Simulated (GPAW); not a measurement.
Crystal: Pb.

```
CELL_PARAMETERS angstrom
3.03861 -1.75032 0.00000
3.03861 1.75032 0.00000
-2.11546 0.00000 6.09522
ATOMIC_POSITIONS crystal
Pb 0.90851 0.90851 0.72629
Pb 0.09149 0.09149 0.27371
```

This isn't the form of Pb at room conditions, which is fcc.

Base run:

- Program: GPAW 26.7.0
- Functional: PBEsol
- Potentials or basis: PAW data sets generated in the run's folder for this functional
- Cutoff: 600 eV
- Basis: pw
- k mesh: 6 × 6 × 3
- Occupations: fermi-dirac, width 0.05 eV
- Spin: no spin polarisation

Its results: pressure -1.9 GPa; largest force 0.142 eV/Å.

**Question.** The run is repeated on the same cell with these changes: functional from PBEsol to LDA; potentials or basis from PAW data sets generated in the run's folder for this functional to the program's PAW data sets (release 1.2.1) made for this functional. What comes out?

**Answer.** Pressure -3.3 GPa; largest force 0.100 eV/Å.

Not every run made on this cell is shown here.
